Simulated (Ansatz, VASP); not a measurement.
One calculation of Sb, two programs

Contents of INCAR:

```
SYSTEM = Sb
ALGO = Normal
EDIFF = 1E-7
ENCUT = 520
GGA = PE
ISIF = 2
ISMEAR = -1
LASPH = .TRUE.
LCHARG = .FALSE.
LREAL = .FALSE.
LWAVE = .FALSE.
NBANDS = 8
NELM = 80
PREC = Accurate
SIGMA = 0.05
```

Contents of KPOINTS:

```
k-points
0
G
  13 13 13
  0 0 0
```

The input POSCAR:

```
Sb
1.0
    3.1172920620      0.0000000000      0.0000000000
    0.0000000000      3.1172920620      0.0000000000
    0.0000000000      0.0000000000      3.1172920620
Sb
1
Direct
    0.0000000000      0.0000000000      0.0000000000
```

Input for Ansatz:

```yaml
crystal:
  lattice:
    - [3.117292062, 0.0, 0.0]
    - [0.0, 3.117292062, 0.0]
    - [0.0, 0.0, 3.117292062]
  atoms:
    - { symbol: Sb, position: [0.0, 0.0, 0.0] }
kpoints:
  mp_grid: { grid: [13, 13, 13] }
  band_path:
    path:
      - [0.0, 0.0, 0.0]
      - [0.0, 0.5, 0.0]
      - [0.5, 0.5, 0.0]
      - [0.0, 0.0, 0.0]
      - [0.5, 0.5, 0.5]
      - [0.0, 0.5, 0.0]
      - [0.5, 0.5, 0.5]
      - [0.5, 0.5, 0.0]
    npoints: 5
scf:
  occupations: { method: fermi_dirac, width: 0.05 }
hamiltonian:
  xc: pbe
  pseudopotentials: { kind: all_electron, lapw: { basis_error: 0.001 } }
output:
  forces: true
  stress: true
  eigenvalues: true
```

Change from the starting cell: volume scaled by 0.96.

Alike in both runs: task single point; functional PBE; k mesh 13 × 13 × 13; occupations fermi-dirac, width 0.05 eV; no spin polarisation.

|  | VASP | Ansatz |
| --- | --- | --- |
| version | VASP 6.6.1 | Ansatz 0.2.0 |
| potentials or method | VASP PAW PBE potentials, release 64 (Sb) | all-electron LAPW, scalar-relativistic |
| plane-wave cutoff (eV) | 520 | see its input |

VASP gave:

```
pressure (GPa) : -0.6
```

Task: Estimate Ansatz's values.

Result: Pressure (GPa): -0.5.

Ansatz ran all-electron here, so the differences hold the error of VASP's frozen core and of both bases.

The runs have no spin-orbit coupling, so splittings on Sb are missing.
